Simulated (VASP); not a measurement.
## SiO2 (P4_2/mnm): a series in a change of volume

Strain engineering needs slopes: what does a change of volume do to the lattice and the band edges of SiO2?

Calculated with VASP 6.6.1; PBEsol; plane waves and PAW (Si, O), in the first sound run; inputs show where later runs differ.

Most raw output is cut from this account.

### 1. The structure

Symmetry: P4_2/mnm, No. 136, tetragonal system. Conventional cell: a = 4.180 Å, b = 4.180 Å, c = 2.668 Å, α = 90.00°, β = 90.00°, γ = 90.00°. Nearest to Si lie 6 O at 1.76 to 1.81 Å. O has 3 Si at 1.76 to 1.81 Å nearest. Farther neighbours and most contacts between anions are not listed.

Coordinates:

```cif
data_structure
_symmetry_space_group_name_H-M 'P4_2/mnm'
_symmetry_Int_Tables_number 136
_cell_length_a 4.1801
_cell_length_b 4.1801
_cell_length_c 2.6678
_cell_angle_alpha 90.000
_cell_angle_beta 90.000
_cell_angle_gamma 90.000
_cell_volume 46.62
loop_
_atom_site_label
_atom_site_type_symbol
_atom_site_symmetry_multiplicity
_atom_site_Wyckoff_symbol
_atom_site_fract_x
_atom_site_fract_y
_atom_site_fract_z
_atom_site_occupancy
Si1 Si 2 a 0.00000 0.00000 0.00000 1
O1 O 4 f 0.30670 0.30670 0.00000 1
```

### 2. Relax the crystal, PBEsol

The series starts from the cell that this level prefers, so that zero strain is near zero stress.

This step took 2 runs in a row; the last is shown.

Level: PBEsol; plane waves and PAW (Si, O).

INCAR reads:

```
SYSTEM = SiO2
PREC = Accurate
ENCUT = 600
EDIFF = 1E-07
NELM = 120
ISMEAR = 0
SIGMA = 0.02
LREAL = .FALSE.
ALGO = Normal
GGA = PS
NBANDS = 22
LASPH = .TRUE.
LORBIT = 11
LWAVE = .FALSE.
LCHARG = .FALSE.
KPAR = 16
IBRION = 2
NSW = 40
ISIF = 3
EDIFFG = -0.005
POTIM = 0.4
```

POSCAR reads:

```
SiO2
1.0
    4.1924059919      0.0000000000      0.0000000000
    0.0000000000      4.1924059919      0.0000000000
    0.0000000000      0.0000000000      2.6828839055
Si O
2 4
Direct
    0.0000000000      0.0000000000      0.0000000000
    0.5000000000      0.5000000000      0.5000000000
    0.3058136386      0.3058136386      0.0000000000
    0.1941863614      0.8058136386      0.5000000000
    0.6941863614      0.6941863614      0.0000000000
    0.8058136386      0.1941863614      0.5000000000
```

KPOINTS reads:

```
Automatic mesh
0
Gamma
7 7 11
0 0 0
```

The projector-augmented-wave data sets are Si and O (PBE family, release 64).

Started as:

```sh
$ mpirun -np 16 vasp_std
```

Wall time 18 s (16 MPI ranks of Intel Xeon Platinum 8488C (Sapphire Rapids), shared host); peak memory 3.6 GiB; 3.9 min of CPU time.

Numbers from this step:

* energy(sigma→0) of the program: -48.9987 eV
* stress, compression positive: xx, yy, zz 0.00, 0.00, 0.00 GPa
* volume: 47.141 Å³
* ionic steps: 3

### 3. Relax at fixed volume, PBEsol

One member in full: the volume is scaled by 1.02, and shape and atoms relax at that volume.

Level: PBEsol; plane waves and PAW (Si, O).

INCAR, as its differences from that of step 2:

```diff
@@ -15,7 +15,7 @@
 LCHARG = .FALSE.
-KPAR = 16
+KPAR = 4
 IBRION = 2
 NSW = 40
-ISIF = 3
-EDIFFG = -0.005
+ISIF = 4
+EDIFFG = -0.004
 POTIM = 0.4
```

POSCAR reads:

```
SiO2
1.0
    4.2197687905      0.0000000000      0.0000000000
    0.0000000000      4.2197687905      0.0000000000
    0.0000000000      0.0000000000      2.7003530366
Si O
2 4
Direct
    0.0000000000      0.0000000000      0.0000000000
    0.5000000000      0.5000000000      0.5000000000
    0.3058285074      0.3058285074      0.0000000000
    0.1941714926      0.8058285074      0.5000000000
    0.6941714926      0.6941714926      0.0000000000
    0.8058285074      0.1941714926      0.5000000000
```

KPOINTS is that of step 2.

Started as:

```sh
$ mpirun -np 4 vasp_std
```

It took 44 s on 4 MPI ranks; peak memory 0.85 GiB.

This run gave:

```
energy(sigma→0) of the program : -48.9860 eV
stress, compression positive   : xx, yy, zz -5.43, -5.43, -5.39 GPa
ionic steps                    : 4
```

### 4. Dielectric response, PBEsol

Linear response gives the dielectric tensors, Born charges and zone-centre modes.

Level: PBEsol; plane waves and PAW (Si, O).

INCAR reads:

```
SYSTEM = SiO2
PREC = Accurate
ENCUT = 600
EDIFF = 1E-08
NELM = 120
ISMEAR = 0
SIGMA = 0.02
LREAL = .FALSE.
ALGO = Normal
GGA = PS
NBANDS = 22
LASPH = .TRUE.
LWAVE = .FALSE.
LCHARG = .FALSE.
KPAR = 4
LEPSILON = .TRUE.
IBRION = 8
NSW = 1
```

POSCAR reads:

```
SiO2
1.0
    4.2261643813      0.0000000000      0.0000000000
    0.0000000000      4.2261643813      0.0000000000
    0.0000000000      0.0000000000      2.6921861583
Si O
2 4
Direct
    0.0000000000      0.0000000000      0.0000000000
    0.5000000000      0.5000000000      0.5000000000
    0.3066672992      0.3066672992      0.0000000000
    0.1933327008      0.8066672992      0.5000000000
    0.6933327008      0.6933327008      0.0000000000
    0.8066672992      0.1933327008      0.5000000000
```

KPOINTS reads:

```
Automatic mesh
0
Gamma
5 5 8
0 0 0
```

Started as:

```sh
$ mpirun -np 4 vasp_std
```

Run time: 3.9 min. Hardware: 4 MPI ranks; peak memory 1.4 GiB; 14 min of CPU time.

Numbers from this step:

* ε∞, diagonal: 3.43, 3.43, 3.61

### 5. Gap at another level, r2SCAN

The gap is read on the mesh at a level that opens it further.

Level: r2SCAN; plane waves and PAW (Si, O).

INCAR reads:

```
SYSTEM = SiO2
PREC = Accurate
ENCUT = 600
EDIFF = 1E-06
NELM = 100
ISMEAR = 0
SIGMA = 0.02
LREAL = .FALSE.
ALGO = Normal
METAGGA = R2SCAN
LASPH = .TRUE.
NBANDS = 20
LWAVE = .FALSE.
LCHARG = .FALSE.
KPAR = 4
```

POSCAR is that of step 4.

KPOINTS reads:

```
Automatic mesh
0
Gamma
6 6 9
0 0 0
```

Started as:

```sh
$ mpirun -np 4 vasp_std
```

Wall time 38 s (4 MPI ranks); peak memory 0.76 GiB; 2.3 min of CPU time.

Read from the output:

```
energy(sigma→0) of the program : -58.7724 eV
stress, compression positive   : xx, yy, zz -8.31, -8.31, -9.49 GPa
```

The run ends at a pressure of -8.71 GPa, with forces up to 0.075 eV/Å.

### 6. Gap at another level, TB-mBJ

Level: TB-mBJ; plane waves and PAW (Si, O).

TB-mBJ has no energy functional, so the total energy, stress and pressure in this output mean nothing.

INCAR, as its differences from that of step 5:

```diff
@@ -4,3 +4,3 @@
 EDIFF = 1E-06
-NELM = 100
+NELM = 150
 ISMEAR = 0
@@ -9,3 +9,3 @@
 ALGO = Normal
-METAGGA = R2SCAN
+METAGGA = MBJ
 LASPH = .TRUE.
```

POSCAR is that of step 5.

KPOINTS is that of step 5.

Started as:

```sh
$ mpirun -np 4 vasp_std
```

Run time: 55 s. Hardware: 4 MPI ranks; peak memory 0.8 GiB.

### 7. Gap at another level, HSE06

Level: HSE06; plane waves and PAW (Si, O).

INCAR reads:

```
SYSTEM = SiO2
PREC = Accurate
ENCUT = 600
EDIFF = 1E-05
NELM = 100
ISMEAR = 0
SIGMA = 0.02
LREAL = .FALSE.
ALGO = Normal
LHFCALC = .TRUE.
AEXX = 0.25
GGA = PE
HFSCREEN = 0.2
LASPH = .TRUE.
NBANDS = 20
PRECFOCK = Fast
LWAVE = .FALSE.
LCHARG = .FALSE.
KPAR = 4
```

POSCAR is that of step 6.

KPOINTS reads:

```
Automatic mesh
0
Gamma
4 4 6
0 0 0
```

Started as:

```sh
$ mpirun -np 4 vasp_std
```

It took 4.1 min on 4 MPI ranks; peak memory 1.1 GiB.

Numbers from this step:

```
energy(sigma→0) of the program : -57.3796 eV
```

### 8. The whole series

Hybrid runs start from orbitals of a short PBEsol run, not shown.

The other members went through these steps as far as the tables show, with the same cutoff and, step by step, the same mesh (but for the dielectric runs, see below); 38 runs are not shown. The session took 5.4 core hours (wall time by ranks) on a shared machine.

The dielectric columns come from linear-response runs at PBEsol, run where the gap exceeds a picked 1.2 eV, on meshes that differ between rows: 6×6×8 at 0.94, 0.96, 0.98; 5×5×8 at 1, 1.02, 1.04, 1.06. A change between rows on different meshes is not the strain's alone.

```
volume over the relaxed volume  volume (Å³/atom)  pressure (GPa)  energy above the unstrained row (meV/atom)  gap on the mesh, PBEsol (eV)  ε∞ (mean)  static ε (mean)  largest Born charge, mean of the diagonal (e)  lowest optical mode (cm⁻¹)  highest mode without LO–TO splitting (cm⁻¹)
                         0.940             7.385          20.897                                      30.861                         6.356      3.388            9.210                                          3.844                     191.613                                     1009.620
                         0.960             7.543          13.095                                      13.604                         5.996      3.413            9.591                                          3.857                     202.539                                      981.494
                         0.980             7.700           6.155                                       3.592                         5.657      3.438           10.038                                          3.869                     210.663                                      953.995
                             1             7.857           0.003                                       0.000                         5.339      3.464           10.571                                          3.880                     218.613                                      926.702
                         1.020             8.014          -5.417                                       2.108                         5.042      3.491           11.227                                          3.891                     225.106                                      902.580
                         1.040             8.171         -10.151                                       9.208                         4.768      3.519           12.068                                          3.902                     229.863                                      879.487
                         1.060             8.328         -14.207                                      20.624                         4.519      3.546           13.213                                          3.912                     232.541                                      858.162
```

A cubic of the pressure in ln(V/V₀) through all rows has the slope −B at V₀: B = 289 GPa, and its curvature gives B′ = 5.4.

Gaps at r2SCAN, read on its mesh alone:

```
volume over the relaxed volume  gap (eV)
                         0.940     7.394
                         0.960     7.018
                         0.980     6.663
                             1     6.329
                         1.020     6.018
                         1.040     5.729
                         1.060     5.466
```

Gaps at TB-mBJ, read on its mesh alone:

```
volume over the relaxed volume  gap (eV)
                         0.940     7.826
                         0.960     7.471
                         0.980     7.138
                             1     6.827
                         1.020     6.541
                         1.040     6.278
                         1.060     6.043
```

Gaps at HSE06, read on its mesh alone, with one row partly withheld:

```
volume over the relaxed volume  gap (eV)
                         0.940     8.576
                         0.960         ?
                         0.980     7.828
                             1     7.487
                         1.020     7.168
                         1.040     6.871
                         1.060     6.601
```

### 9. Working out the slope

The quantity to fit is the gap at HSE06: 8.576, 7.828, 7.487, 7.168, 6.871, 6.601 eV in the rows shown.

A least-squares parabola through the 6 rows shown, with u the logarithm of the volume ratio: E = 20.09 u² − 16.39 u + 7.486 (eV), r.m.s. residual 0.0020 eV.

At u = -0.04082 this predicts 8.1887 eV.

### 10. The withheld row

The calculation gives 8.1915 eV, so the prediction is 0.0028 eV too low, within twice the residual of the fit.

### 11. What came out

```json
{
 "bulk modulus": "289 GPa",
 "gap of the unstrained cell, r2SCAN": "6.33 eV",
 "gap of the unstrained cell, TB-mBJ": "6.83 eV",
 "gap of the unstrained cell, HSE06": "7.49 eV",
 "dE/d ln V of the gap, HSE06": "-16.39 eV",
 "error of the predicted row": "-2.8 meV"
}
```

In words: The slope of the energy gives 0.63 GPa at the relaxed volume where the pressure column has 0.00 GPa, a mark of the finite basis. r2SCAN opens gaps somewhat over GGA but leaves them below measured values as a rule. TB-mBJ is a potential fitted for gaps; it has no energy functional, so its total energies and forces mean nothing, and its bands tend to come out too narrow. HSE06 ran on a coarser mesh than the semilocal levels. Temperature, zero-point motion and excitons are left out.

[Lines on the potential files, build, host, timing and source positions are cut from VASP's logs without a mark.]

[Logs are printed without paths, hosts, clocks, repeated set-up lines and the standing remarks that a program may print on its own settings, such as how far it seeks lower states.]

[Hosts, paths, dates, database ids (printed as entryN), source tags and the programs' standing remarks are cut or masked in the printed files.]

[In band tables of VASP the shares of atoms and orbitals are scaled to a sum of 1 inside the atoms' spheres.]
